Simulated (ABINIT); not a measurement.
# GaN (P6_3mc) in ABINIT: a series of runs, part 2 of 2

ABINIT 10.8.3 (patched build).

### Step 5. Single point, PBE

File run.abi:

```
pp_dirpath "./"
pseudos "31_Ga_13_1.9_2.4_pbe_n_v1.0.psp8, 07_N_5_1.2_1.4_pbe_n_v1.0.psp8"

acell 3*1.0
rprim
     6.0093290763     0.0000000000     0.0000000000
    -3.0046645382     5.2042316397     0.0000000000
     0.0000000000     0.0000000000     9.7623251598
ntypat 2
znucl 31 7
natom 4
typat 1 1 2 2
xred
     0.6666666667     0.3333333333     0.5000000000
     0.3333333333     0.6666666667     0.0000000000
     0.6666666667     0.3333333333     0.8750000000
     0.3333333333     0.6666666667     0.3750000000

ecut 35.0

kptopt 1
ngkpt 10 10 5
nshiftk 1
shiftk 0.0 0.0 0.0

ixc 11

nband 22
occopt 3
tsmear 0.05 eV

nstep 100
tolvrs 1.0e-10

iomode 3
prtwf 0
prtden 0
prteig 0
prtebands 0
enunit 2
```

Potentials or basis: SPMS NC PBE v1.0.

Launch:

```sh
$ abinit run.abi > log 2>&1
```

run.abo:

```text
.Version 10.8.3 of ABINIT
 Symmetries : space group P6_3 m c (#186); Bravais hP (primitive hexag.)
================================================================================
 Values of the parameters that define the memory need of the present run
     intxc =       0    ionmov =       0      iscf =       7    lmnmax =       6
     lnmax =       6     mgfft =      54  mpssoang =       3    mqgrid =    3001
     natom =       4  nloc_mem =       1    nspden =       1   nspinor =       1
    nsppol =       1      nsym =      12    n1xccc =    2501    ntypat =       2
    occopt =       3   xclevel =       2
       mpw =        3037          nfft =       69984          nkpt =          42
================================================================================
================================================================================

--------------------------------------------------------------------------------
------------- Echo of variables that govern the present computation ------------
--------------------------------------------------------------------------------
 -outvars: echo values of preprocessed input variables --------
            acell      1.0000000000E+00  1.0000000000E+00  1.0000000000E+00 Bohr
              amu      6.97230000E+01  1.40067400E+01
             ecut      3.50000000E+01 Hartree
           enunit           2
              ixc          11
         kptrlatt       10    0    0      0   10    0      0    0    5
          kptrlen      4.88116258E+01
            natom           4
            nband          22
            ngfft          36      36      54
             nkpt          42
            nstep         100
             nsym          12
           ntypat           2
           occopt           3
           prtden           0
        prtebands           0
           prteig           0
            prtwf           0
            rprim      6.0093290763E+00  0.0000000000E+00  0.0000000000E+00
                      -3.0046645382E+00  5.2042316397E+00  0.0000000000E+00
                       0.0000000000E+00  0.0000000000E+00  9.7623251598E+00
          spgroup         186
           tolvrs      1.00000000E-10
           tsmear      1.83746611E-03 Hartree
            typat      1  1  2  2
           xangst      1.5899999989E+00  9.1798692737E-01  2.5829999982E+00
                      -1.7639790514E-11  1.8359738547E+00  0.0000000000E+00
                       1.5899999989E+00  9.1798692737E-01  4.5202499969E+00
                      -1.7639790514E-11  1.8359738547E+00  1.9372499987E+00
            xcart      3.0046645381E+00  1.7347438799E+00  4.8811625799E+00
                      -3.3334372990E-11  3.4694877598E+00  0.0000000000E+00
                       3.0046645381E+00  1.7347438799E+00  8.5420345148E+00
                      -3.3334372990E-11  3.4694877598E+00  3.6608719349E+00
             xred      6.6666666667E-01  3.3333333333E-01  5.0000000000E-01
                       3.3333333333E-01  6.6666666667E-01  0.0000000000E+00
                       6.6666666667E-01  3.3333333333E-01  8.7500000000E-01
                       3.3333333333E-01  6.6666666667E-01  3.7500000000E-01
            znucl       31.00000    7.00000

================================================================================

 chkinp: Checking input parameters for consistency.

================================================================================
== DATASET  1 ==================================================================

--- !DatasetInfo
iteration_state: {dtset: 1, }
dimensions: {natom: 4, nkpt: 42, mband: 22, nsppol: 1, nspinor: 1, nspden: 1, mpw: 3037, }
cutoff_energies: {ecut:  35.0, pawecutdg:  -1.0, }
electrons: {nelect:   3.60000000E+01, charge:   0.00000000E+00, occopt:   3.00000000E+00, tsmear:   1.83746611E-03, }
[... 106 lines left out ...]
 reduced coordinates (array xred) for    4 atoms
       0.666666666667      0.333333333333      0.500000000000
       0.333333333333      0.666666666667      0.000000000000
       0.666666666667      0.333333333333      0.875000000000
       0.333333333333      0.666666666667      0.375000000000
 rms dE/dt=  1.5047E-02; max dE/dt=  2.5942E-02; dE/dt below (all hartree)
    1       0.000000000000      0.000000000000      0.025942147068
    2       0.000000000000      0.000000000000      0.025942147068
    3       0.000000000000      0.000000000000     -0.026182053940
    4      -0.000000000000      0.000000000000     -0.026182053940

 cartesian coordinates (angstrom) at end:
    1      1.58999999890987     0.91798692737376     2.58299999824324
    2     -0.00000000001764     1.83597385474752     0.00000000000000
    3      1.58999999890987     0.91798692737376     4.52024999692566
    4     -0.00000000001764     1.83597385474752     1.93724999868243

 cartesian forces (hartree/bohr) at end:
    1     -0.00000000000000    -0.00000000000000    -0.00266966117985
    2     -0.00000000000000    -0.00000000000000    -0.00266966117985
    3      0.00000000000000     0.00000000000000     0.00266966117985
    4      0.00000000000000     0.00000000000000     0.00266966117985
 frms,max,avg= 1.5413296E-03 2.6696612E-03   0.000E+00  0.000E+00  1.229E-05 h/b

 cartesian forces (eV/Angstrom) at end:
    1     -0.00000000000000    -0.00000000000000    -0.13727949742251
    2     -0.00000000000000    -0.00000000000000    -0.13727949742251
    3      0.00000000000000     0.00000000000000     0.13727949742251
    4      0.00000000000000     0.00000000000000     0.13727949742251
 frms,max,avg= 7.9258355E-02 1.3727950E-01   0.000E+00  0.000E+00  6.318E-04 e/A
 length scales=  1.000000000000  1.000000000000  1.000000000000 bohr
              =  0.529177210544  0.529177210544  0.529177210544 angstroms
 Fermi (or HOMO) energy (hartree) =   0.20246   Average Vxc (hartree)=  -0.43560
 Eigenvalues (hartree) for nkpt=  42  k points:
 kpt#   1, nband= 22, wtk=  0.00200, kpt=  0.0000  0.0000  0.0000 (reduced coord)
  -0.42542   -0.39292   -0.33657   -0.33582   -0.33582   -0.33355   -0.33355   -0.32683
  -0.32683   -0.32312   -0.32312   -0.27459   -0.09787    0.12523    0.12523    0.16193
   0.16414    0.16414    0.23807    0.32364    0.51409    0.53056
      occupation numbers for kpt#   1
   2.00000    2.00000    2.00000    2.00000    2.00000    2.00000    2.00000    2.00000
   2.00000    2.00000    2.00000    2.00000    2.00000    2.00000    2.00000    2.00000
   2.00000    2.00000    0.00000    0.00000    0.00000    0.00000
 prteigrs : prtvol=0 or 1, do not print more k-points.

 Fermi (or HOMO) energy (eV) =   5.50928   Average Vxc (eV)= -11.85316
 Eigenvalues (   eV  ) for nkpt=  42  k points:
 kpt#   1, nband= 22, wtk=  0.00200, kpt=  0.0000  0.0000  0.0000 (reduced coord)
 -11.57618  -10.69199   -9.15851   -9.13820   -9.13820   -9.07643   -9.07643   -8.89346
  -8.89346   -8.79257   -8.79257   -7.47204   -2.66319    3.40768    3.40768    4.40621
   4.46638    4.46638    6.47824    8.80676   13.98904   14.43715
 prteigrs : prtvol=0 or 1, do not print more k-points.

--- !EnergyTerms
iteration_state     : {dtset: 1, }
comment             : Components of total free energy in Hartree
kinetic             :  1.29226603855054E+02
hartree             :  4.01680568051767E+01
xc                  : -4.56339237740738E+01
Ewald energy        : -1.17003474184010E+02
psp_core            :  8.74706618180221E+00
local_psp           : -1.02630208872171E+02
non_local_psp       : -8.13400776357687E+01
internal            : -1.68465957623991E+02
'-kT*entropy'       : -1.20434273989079E-12
total_energy        : -1.68465957623992E+02
total_energy_eV     : -4.58419224220552E+03
band_energy         : -7.40707151233544E+00
...

 Cartesian components of stress tensor (hartree/bohr^3)
  sigma(1 1)= -2.20983785E-04  sigma(3 2)=  0.00000000E+00
  sigma(2 2)= -2.20983784E-04  sigma(3 1)=  0.00000000E+00
  sigma(3 3)= -2.93987396E-04  sigma(2 1)=  2.73128204E-13

-Cartesian components of stress tensor (GPa)         [Pressure=  7.2175E+00 GPa]
- sigma(1 1)= -6.50156742E+00  sigma(3 2)=  0.00000000E+00
- sigma(2 2)= -6.50156739E+00  sigma(3 1)=  0.00000000E+00
- sigma(3 3)= -8.64940780E+00  sigma(2 1)=  8.03570920E-09

== END DATASET(S) ==============================================================
================================================================================

 -outvars: echo values of variables after computation  --------
            acell      1.0000000000E+00  1.0000000000E+00  1.0000000000E+00 Bohr
           etotal     -1.6846595762E+02
            fcart     -4.4807751231E-28 -5.6913487918E-28 -2.6696611799E-03
                      -4.4807751231E-28 -5.6913487918E-28 -2.6696611799E-03
                       2.6884650739E-28  6.7261394812E-28  2.6696611799E-03
                       6.2730851723E-28  4.6565581024E-28  2.6696611799E-03
            rprim      6.0093290763E+00  0.0000000000E+00  0.0000000000E+00
                      -3.0046645382E+00  5.2042316397E+00  0.0000000000E+00
                       0.0000000000E+00  0.0000000000E+00  9.7623251598E+00
           strten     -2.2098378483E-04 -2.2098378399E-04 -2.9398739578E-04
                       0.0000000000E+00  0.0000000000E+00  2.7312820410E-13
           xangst      1.5899999989E+00  9.1798692737E-01  2.5829999982E+00
                      -1.7639790514E-11  1.8359738547E+00  0.0000000000E+00
                       1.5899999989E+00  9.1798692737E-01  4.5202499969E+00
                      -1.7639790514E-11  1.8359738547E+00  1.9372499987E+00
             xred      6.6666666667E-01  3.3333333333E-01  5.0000000000E-01
                       3.3333333333E-01  6.6666666667E-01  0.0000000000E+00
                       6.6666666667E-01  3.3333333333E-01  8.7500000000E-01
                       3.3333333333E-01  6.6666666667E-01  3.7500000000E-01
 Calculation completed.
```

It took 1.8 min on 1 thread of Arm Neoverse V1, shared host; peak memory 0.11 GiB.

Results:

```yaml
Free_energy: -4584.1922 eV
Pressure: 7.2 GPa
Largest_force: 0.137 eV/Å
Band_gap_on_the_k_mesh: 2.01 eV, direct
Valence_electrons_inside_the_program's_atomic_spheres: Ga 10.89; N 5.28
```

Forces in eV/Å, atoms in the order of the input:
```
Ga   0.000  0.000 -0.137
Ga   0.000  0.000 -0.137
N    0.000  0.000  0.137
N    0.000  0.000  0.137
```

Levels at points of the mesh, in eV from the valence-band top:
```
           k point  band 16  band 17  band 18  band 19  band 20  band 21
(0.00, 0.00, 0.00)    -0.06     0.00     0.00     2.01     4.34     9.52
(0.50, 0.00, 0.00)    -2.77    -2.26    -0.98     5.11     5.64     6.10
```

### Step 6. Overview

```tsv
potentials or basis	cutoff (eV)	gap on the mesh (eV)	pressure (GPa)	largest force (eV/Å)
PseudoDojo NC SR PBE v0.5 stringent	1551	2.00	6.9	0.14
SG15 NC PBE v1.2	1687	2.03	7.3	0.14
Ansatz NC PBE	1252	1.99	7.6	0.14
SPMS NC PBE v1.0	952	2.01	7.2	0.14
```

Alike in all rows: task single point; level PBE; no spin polarisation; cell as given; k mesh 10 × 10 × 5; smearing fermi-dirac 0.05 eV.

Absolute energies hang on the potentials; compare differences alone.

### Step 7. How close it comes

Step 2. Against the measured gap of GaN, 3.503 eV (direct; quoted in “Studying electronic properties in GaN without electrical contacts using γ-γ vs e−-γ Perturbed Angular Correlations”, 2019, pmc:6823545), the calculated 2.00 eV is off by -1.50 eV. Spin-orbit coupling on Ga is left out. The value is that of PBE, without temperature or zero-point motion. Semilocal functionals fall short of measured gaps as a rule.

Step 3. Against the measured gap of GaN, 3.503 eV (direct; quoted in “Studying electronic properties in GaN without electrical contacts using γ-γ vs e−-γ Perturbed Angular Correlations”, 2019, pmc:6823545), the calculated 2.03 eV is off by -1.47 eV. Spin-orbit coupling on Ga is left out. The value is that of PBE, without temperature or zero-point motion. Semilocal functionals fall short of measured gaps as a rule.

Step 4. Measured gap of GaN: 3.503 eV (direct; quoted in “Studying electronic properties in GaN without electrical contacts using γ-γ vs e−-γ Perturbed Angular Correlations”, 2019, pmc:6823545). This calculation gives 1.99 eV (-1.52 eV). Spin-orbit coupling on Ga is left out. The value is that of PBE, without temperature or zero-point motion. Semilocal functionals fall short of measured gaps as a rule.

Step 5. Against the measured gap of GaN, 3.503 eV (direct; quoted in “Studying electronic properties in GaN without electrical contacts using γ-γ vs e−-γ Perturbed Angular Correlations”, 2019, pmc:6823545), the calculated 2.01 eV is off by -1.49 eV. Spin-orbit coupling on Ga is left out. The value is that of PBE, without temperature or zero-point motion. Semilocal functionals fall short of measured gaps as a rule.
